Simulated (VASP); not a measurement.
A run of VASP 6.6.1:

Contents of POSCAR:

```
Lu
1.0
   -1.9487404559      1.9487404559      1.9487404559
    1.9487404559     -1.9487404559      1.9487404559
    1.9487404559      1.9487404559     -1.9487404559
Lu
1
Direct
   -0.0172786022     -0.0000522567      0.0263228235
```

Contents of INCAR.step1:

```
ALGO = Normal
EDIFF = 1E-4
ENCUT = 520
GGA = PE
ISMEAR = -1
LASPH = True
LCHARG = False
LREAL = False
LWAVE = True
NBANDS = 18
NELM = 100
PREC = Accurate
SIGMA = 0.1
```

Contents of INCAR.step2:

```
ALGO = Normal
EDIFF = 1E-6
ENCUT = 520
ISIF = 2
ISMEAR = -1
ISTART = 1
LASPH = True
LCHARG = False
LMIXTAU = True
LREAL = False
LWAVE = False
METAGGA = R2SCAN
NBANDS = 18
NELM = 100
PREC = Accurate
SIGMA = 0.1
```

KPOINTS

```
k-points
0
Gamma
  7 7 7
```

Potentials or basis: VASP PAW PBE potentials, release 64 (Lu).

Command:

```bash
$ cat potpaw_PBE.64/Lu/POTCAR > POTCAR
$ cp INCAR.step1 INCAR
$ mpirun -np 1 vasp_std > vasp.out
$ cp INCAR.step2 INCAR
$ mpirun -np 1 vasp_std > vasp.out
```

Hardware: 1 thread of Intel(R) Xeon(R) Platinum 8259CL CPU @ 2.50GHz (Skylake/Cascade Lake), with other jobs on the host.

Question: How long does it take, and how much memory?

Answer: It took 52 s on 1 thread of Intel(R) Xeon(R) Platinum 8259CL CPU @ 2.50GHz (Skylake/Cascade Lake), on a shared host, peak memory 0.18 GiB. Counts: scf iterations 9, k points 20.
